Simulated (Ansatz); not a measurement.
Runs of Ansatz 0.2.0 on TePt. Symmetry: R-3m, No. 166, trigonal system. Conventional cell: a = 3.963 Å, b = 3.963 Å, c = 19.983 Å, α = 90.00°, β = 90.00°, γ = 120.00°. Around Pt (site symmetry 3m) lie 3 Te at 2.59 Å and 3 Pt at 2.72 Å. Te (site symmetry 3m) is surrounded by 3 Pt at 2.59 Å. 

| task | level | U | cell | points for each segment of the path | hubbard projectors | double counting | gap on the mesh (eV) | pressure (GPa) | largest force (eV/Å) |
| --- | --- | --- | --- | --- | --- | --- | --- | --- | --- |
| relaxation of cell and atoms | PBEsol+D4 | - | relaxed | - | - | - | - | 0.0 | - |
| band structure | PBEsol+U | Pt d U = 5 eV | as given | 14 | ortho-atomic (the default) | fll (the default) | none | -0.2 | 0.15 |
| band structure | BLYP | - | as given | 14 | - | - | none | 12.7 | 0.82 |
| band structure | PBEsol+U | Pt d U = 1 eV | as given | 14 | ortho-atomic (the default) | fll (the default) | none | (a) | 0.19 |
| band structure | PBEsol+U | Pt d U = 6 eV | as given | 14 | ortho-atomic (the default) | fll (the default) | none | -0.1 | (b) |

Alike in all rows: potentials or basis Ansatz PAW; no spin polarisation; k mesh 8 × 8 × 8; cutoff (eV) 420; smearing fermi-dirac 0.05 eV.

Question: Estimate the missing entries.

Answer: (a) -0.4; (b) 0.17.

Caveats: the PAW data sets come from PBE, with cores solved anew for the run's functional, which leaves a small shift of forces and pressure; U without spin polarisation on a metal has little footing (some runs); the U is typed as a test and isn't derived for this compound (some runs); the plane-wave basis is chosen anew once the cell has moved, so the energies of steps on either side of that aren't comparable (some runs); the potentials were made for another functional, which shifts forces and pressure (some runs).

A k mesh can miss the band edges, and the runs leave out spin-orbit coupling on Pt, Te.

A gap of «none» marks a metal or a gap under the smearing width.

Not every run made on this cell is shown here.
